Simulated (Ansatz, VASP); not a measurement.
Sb in VASP and in Ansatz

INCAR

```
ALGO = Normal
EDIFF = 1E-8
ENCUT = 520
GGA = PE
ISIF = 2
ISMEAR = -1
LASPH = True
LCHARG = False
LEFG = True
LREAL = False
LWAVE = False
NBANDS = 8
NELM = 80
PREC = Accurate
SIGMA = 0.05
```

Contents of KPOINTS:

```
k-points
0
Gamma
  12 12 12
```

POSCAR

```
Sb
1.0
    0.0000000000      2.3202653455      2.3202653455
    2.3202653455      0.0000000000      2.3202653455
    2.3202653455      2.3202653455      0.0000000000
Sb
1
Direct
    0.0000000000      0.0000000000      0.0000000000
```

Input for Ansatz:

```yaml
crystal:
  lattice:
    - [0.0, 2.3202653455, 2.3202653455]
    - [2.3202653455, 0.0, 2.3202653455]
    - [2.3202653455, 2.3202653455, 0.0]
  atoms:
    - { symbol: Sb, position: [0.0, 0.0, 0.0] }
kpoints:
  mp_grid: { grid: [12, 12, 12] }
scf:
  occupations: { method: fermi_dirac, width: 0.05 }
hamiltonian:
  xc: pbe
  pseudopotentials: { kind: all_electron, datasets: crystal }
output:
  forces: true
  stress: true
  eigenvalues: true
  efg: { contact_densities: true }
```

Change from the starting cell: volume scaled by 1.02, crystal datasets.

Alike in both runs: task electric field gradients; functional PBE; k mesh 12 × 12 × 12; occupations fermi-dirac, width 0.05 eV; no spin polarisation.

|  | VASP | Ansatz |
| --- | --- | --- |
| version | VASP 6.6.1 | Ansatz 0.2.0 |
| potentials or method | VASP PAW PBE potentials, release 64 (Sb) | all-electron PAW with datasets made for the crystal, scalar-relativistic |
| plane-wave cutoff (eV) | 520 | see its input |

```csv
,VASP,Ansatz,Ansatz less VASP
pressure (GPa),6.8,7.0,+0.14
Vzz of the field gradient on the site that differs most (V/Å²),0.0,0.0,0.00
```

Ansatz ran all-electron here, so the differences hold the error of VASP's frozen core and of both bases. Ansatz warned: «gradients_without_spin_orbit».

The runs have no spin-orbit coupling, so splittings on Sb are missing.
